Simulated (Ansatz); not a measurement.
Crystal: MnO.

```xyz
2
Lattice="0.0000 2.2239 2.2239 2.2239 0.0000 2.2239 2.2239 2.2239 0.0000" Properties=species:S:1:pos:R:3 pbc="T T T"
Mn    0.0000    0.0000    0.0000
O     2.2239    2.2239    2.2239
```

The cell is a database's computed one.

```yaml
Program: Ansatz 0.2.0
Task: relaxation of cell and atoms
Functional: LDA
Potentials_or_basis: all-electron LAPW, scalar-relativistic
Basis_error_allowed: 0.001 eV/atom
k_mesh: 10 × 10 × 10
Occupations: fermi-dirac, width 0.05 eV
Spin: collinear spin, ferromagnetic start
Starting_moments: "[4.0, 0.0] μB"
```

At the start: volume 11.00 Å³/atom.

Task: Where does the relaxation end?

Result: Over 7 steps the energy falls by 97.5 meV/atom and the volume is 9.45 Å³/atom (-14.1 %); space group Fm-3m (No. 225, to 0.05 Å); moment 4.12 μB per cell.

The path:
```csv
step,energy change (eV),largest force (eV/Å),volume (Å³)
1,0.0000,0.0000,22.00
2,-0.1428,0.0000,20.36
3,-0.1675,0.0000,17.83
4,-0.1935,0.0000,18.66
5,-0.1949,0.0000,18.96
6,-0.1951,0.0000,18.90
7,-0.1951,0.0000,18.90
```

Final structure:
```
CELL_PARAMETERS angstrom
0.00000 2.11405 2.11405
2.11405 0.00000 2.11405
2.11405 2.11405 0.00000
ATOMIC_POSITIONS crystal
Mn 0.00000 0.00000 0.00000
O 0.50000 0.50000 0.50000
```

Caveat: a cell with one magnetic atom can't hold antiferromagnetic order, which such compounds often take.
